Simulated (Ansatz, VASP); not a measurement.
Two plane-wave programs on Rb

```
Rb
1.0
     4.03737    0.00000    0.00000
    -2.01868    3.49646    0.00000
     0.00000    0.00000    6.63637
Rb
2
Direct
  0.33333 0.66667 0.25000
  0.66667 0.33333 0.75000
```

Alike in both runs: task relaxation of shape and atoms at fixed volume; functional LDA; k mesh 9 × 9 × 5; occupations fermi-dirac, width 0.1 eV; no spin polarisation.

|  | VASP | Ansatz |
| --- | --- | --- |
| version | VASP 6.6.1 | Ansatz 0.2.0 |
| potentials or method | VASP PAW LDA potentials, release 64 (Rb_sv) | PAW with Ansatz's default frozen-core files, scalar-relativistic |
| plane-wave cutoff (eV) | 600 | 420 |
| valence electrons in the cell | 18 | 18 |

|  | VASP | Ansatz | Ansatz less VASP |
| --- | --- | --- | --- |
| relaxed volume (Å³/atom) | 46.84 | 46.84 | 0.000 |
| relaxed cell length with the largest relative difference (Å) | 6.621 | 6.636 | +0.0158 |
